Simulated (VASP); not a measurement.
```yaml
crystal:
  lattice:
    - [0.00000, 3.01000, 3.01000]
    - [3.01000, 0.00000, 3.01000]
    - [3.01000, 3.01000, 0.00000]
  atoms:
    - { symbol: Li, position: [0.99169, 0.00831, 0.99169] }
    - { symbol: I, position: [0.50000, 0.50000, 0.50000] }
```

These are PBE GGA, VASP's PBE PAW potentials (set 64) (plane waves; VASP) values and carry that method's errors. Run with 600 eV cut-off, 8×8×8 Γ-centred mesh, Gaussian smearing of 0.050 eV, potentials Li_sv I.

Estimate the energy per atom (σ→0).

The energy per atom (σ→0) is -2.915 eV/atom.

The compound is LiI in the rock salt structure. This cell was strained or had an atom moved on purpose.
